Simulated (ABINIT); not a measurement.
# PbO (Litharge) (P4/nmm) in ABINIT: equation of state

Aim: energy against volume of PbO (Litharge) in PBEsol, for its equilibrium volume and stiffness.

Program: ABINIT 10.8.3 (patched build). These are calculated values, not measurements. Logs are shortened: lines on timing, memory, paths and dates and some standing lists are left out, and cuts for length are marked. The log counts tension as positive stress, the text compression.

## (1) Starting point

The structure is tetragonal, space group P4/nmm (No. 129). Conventional cell: a = 3.990 Å, b = 3.990 Å, c = 5.010 Å, α = 90.00°, β = 90.00°, γ = 90.00°. Pb (site symmetry 4mm) has 4 O at 2.33 Å as nearest neighbours. Around O (site symmetry -4m2) lie 4 Pb at 2.33 Å.

## (2) Equation of state, PBEsol

run.abi

```
ndtset 7
getwfk -1
scalecart1 3*0.9795861087
scalecart2 3*0.9864848297
scalecart3 3*0.9932883884
scalecart4 3*1.0000000000
scalecart5 3*1.0066227096
scalecart6 3*1.0131594038
scalecart7 3*1.0196128224

pp_dirpath "./"
pseudos "Pb.upf, O.upf"

acell 3.99 3.99 5.01 Angstrom
rprim
     1.0000000000     0.0000000000     0.0000000000
     0.0000000000     1.0000000000     0.0000000000
     0.0000000000     0.0000000000     1.0000000000
ntypat 2
znucl 82 8
natom 4
typat 1 1 2 2
xred
     0.5000000000     0.0000000000     0.7600000000
     0.0000000000     0.5000000000     0.2400000000
     0.5000000000     0.5000000000     0.0000000000
     0.0000000000     0.0000000000     0.0000000000

ecut 42.0

kptopt 1
ngkpt 7 7 6
nshiftk 1
shiftk 0.0 0.0 0.0

ixc -116133

nband 24
occopt 3
tsmear 0.00183747

nstep 100
tolvrs 1.0e-10

iomode 3
prtwf 1
prtden 0
prteig 0
prtebands 0
enunit 1
```

Potentials or basis: PseudoDojo NC SR PBEsol v0.4.1 standard.

Started as:

```sh
> abinit run.abi > log 2>&1
```

run.abo:

```text
.Version 10.8.3 of ABINIT
 DATASET    1 : space group P4/n m m (#129); Bravais tP (primitive tetrag.)
================================================================================
 Values of the parameters that define the memory need for DATASET  1.
     intxc =       0    ionmov =       0      iscf =       7    lmnmax =       6
     lnmax =       6     mgfft =      60  mpssoang =       3    mqgrid =    3001
     natom =       4  nloc_mem =       1    nspden =       1   nspinor =       1
    nsppol =       1      nsym =      16    n1xccc =    2501    ntypat =       2
    occopt =       3   xclevel =       2
       mpw =        6603          nfft =      121500          nkpt =          40
================================================================================
================================================================================
[... 61 lines left out ...]
 DATASET    7 : space group P4/n m m (#129); Bravais tP (primitive tetrag.)
================================================================================
 Values of the parameters that define the memory need for DATASET  7.
     intxc =       0    ionmov =       0      iscf =       7    lmnmax =       6
     lnmax =       6     mgfft =      60  mpssoang =       3    mqgrid =    3001
     natom =       4  nloc_mem =       1    nspden =       1   nspinor =       1
    nsppol =       1      nsym =      16    n1xccc =    2501    ntypat =       2
    occopt =       3   xclevel =       2
       mpw =        7454          nfft =      138240          nkpt =          40
================================================================================
================================================================================

--------------------------------------------------------------------------------
------------- Echo of variables that govern the present computation ------------
--------------------------------------------------------------------------------
 -outvars: echo values of preprocessed input variables --------
            acell      7.5400072424E+00  7.5400072424E+00  9.4675278908E+00 Bohr
              amu      2.07200000E+02  1.59994000E+01
             ecut      4.20000000E+01 Hartree
           enunit           1
           getwfk          -1
              ixc     -116133
           jdtset        1    2    3    4    5    6    7
         kptrlatt        7    0    0      0    7    0      0    0    6
          kptrlen1     5.17026045E+01
          kptrlen2     5.20667193E+01
          kptrlen3     5.24258115E+01
          kptrlen4     5.27800507E+01
          kptrlen5     5.31295976E+01
          kptrlen6     5.34746047E+01
          kptrlen7     5.38152165E+01
            natom           4
            nband          24
           ndtset           7
            ngfft1         45      45      60
            ngfft2         45      45      60
            ngfft3         45      45      60
            ngfft4         45      45      60
[... 96 lines left out ...]
            znucl       82.00000    8.00000

================================================================================

 chkinp: Checking input parameters for consistency, jdtset=   1.

 chkinp: Checking input parameters for consistency, jdtset=   2.
[... 29 lines left out ...]
 getcut: wavevector=  0.0000  0.0000  0.0000  ngfft=  45  45  60
         ecut(hartree)=     42.000   => boxcut(ratio)=   2.04197

--- Pseudopotential description ------------------------------------------------
- pspini: atom type   1  psp file is ./Pb.upf
12 -116133 2 -1 1678                          pspcod,pspxc,lmax,lloc,mmax
     nproj     2     2     2

- pspini: atom type   2  psp file is ./O.upf
12 -116133 2 -1 936                           pspcod,pspxc,lmax,lloc,mmax
     nproj     2     2     1

   4.04446795E+03                                ecore*ucvol(ha*bohr**3)
--------------------------------------------------------------------------------

================================================================================

--- !BeginCycle
iteration_state: {dtset: 1, }
solver: {iscf: 7, nstep: 100, nline: 4, wfoptalg: 0, }
tolerances: {tolvrs: 1.00E-10, }
...
[... 1119 lines left out ...]
-Cartesian components of stress tensor (GPa)         [Pressure= -4.5383E+00 GPa]
- sigma(1 1)=  4.54865632E+00  sigma(3 2)=  0.00000000E+00
- sigma(2 2)=  4.54865632E+00  sigma(3 1)=  0.00000000E+00
- sigma(3 3)=  4.51755466E+00  sigma(2 1)=  0.00000000E+00

== END DATASET(S) ==============================================================
================================================================================

 -outvars: echo values of variables after computation  --------
            acell      7.5400072424E+00  7.5400072424E+00  9.4675278908E+00 Bohr
           etotal1    -1.7350208675E+02
           etotal2    -1.7350370666E+02
           etotal3    -1.7350457320E+02
           etotal4    -1.7350476596E+02
           etotal5    -1.7350435747E+02
           etotal6    -1.7350340973E+02
           etotal7    -1.7350198051E+02
            fcart1    -0.0000000000E+00 -0.0000000000E+00 -1.2222174360E-02
                      -0.0000000000E+00 -0.0000000000E+00  1.2222174360E-02
                      -0.0000000000E+00 -0.0000000000E+00 -0.0000000000E+00
                      -0.0000000000E+00 -0.0000000000E+00 -0.0000000000E+00
            fcart2    -0.0000000000E+00 -0.0000000000E+00 -6.1212103372E-03
                      -0.0000000000E+00 -0.0000000000E+00  6.1212103372E-03
                      -0.0000000000E+00 -0.0000000000E+00 -8.3144591684E-32
                      -0.0000000000E+00 -0.0000000000E+00  2.7714863895E-32
            fcart3     2.2382688279E-31  2.1066059557E-31 -4.7822591558E-04
                      -1.9749430835E-31 -4.2132119114E-31  4.7822591558E-04
[... 66 lines left out ...]
                       0.0000000000E+00  1.9950000000E+00  1.2024000000E+00
                       1.9950000000E+00  1.9950000000E+00  0.0000000000E+00
                       0.0000000000E+00  0.0000000000E+00  0.0000000000E+00
           xangst5     2.0082123057E+00  0.0000000000E+00  3.8328166291E+00
                       0.0000000000E+00  2.0082123057E+00  1.2103631460E+00
                       2.0082123057E+00  2.0082123057E+00  0.0000000000E+00
                       0.0000000000E+00  0.0000000000E+00  0.0000000000E+00
           xangst6     2.0212530106E+00  0.0000000000E+00  3.8577057459E+00
                       0.0000000000E+00  2.0212530106E+00  1.2182228671E+00
                       2.0212530106E+00  2.0212530106E+00  0.0000000000E+00
                       0.0000000000E+00  0.0000000000E+00  0.0000000000E+00
           xangst7     2.0341275807E+00  0.0000000000E+00  3.8822777826E+00
                       0.0000000000E+00  2.0341275807E+00  1.2259824577E+00
                       2.0341275807E+00  2.0341275807E+00  0.0000000000E+00
                       0.0000000000E+00  0.0000000000E+00  0.0000000000E+00
             xred      5.0000000000E-01  0.0000000000E+00  7.6000000000E-01
                       0.0000000000E+00  5.0000000000E-01  2.4000000000E-01
                       5.0000000000E-01  5.0000000000E-01  0.0000000000E+00
                       0.0000000000E+00  0.0000000000E+00  0.0000000000E+00
 Calculation completed.
```

It took 26 min on 1 thread of Arm Neoverse V2, shared host; peak memory 0.23 GiB.

What came out:

```
Equilibrium volume                        : 19.86 Å³/atom
Bulk modulus at fixed shape and positions : 84 GPa
Pressure derivative of the bulk modulus   : 4.6
```

Energy against volume, from the lowest point:
```tsv
volume (Å³/atom)	energy (meV/atom)
18.744	18.23
19.142	7.21
19.541	1.31
19.940	0.00
20.339	2.78
20.738	9.23
21.136	18.95
```

Caveat: pressures at fixed basis lie under the slope of the energies; the cell was scaled at fixed shape and fractional positions, which overstates the stiffness of a crystal with free parameters, most of all of layers and chains. The run has no spin-orbit coupling, so splittings on Pb are missing.
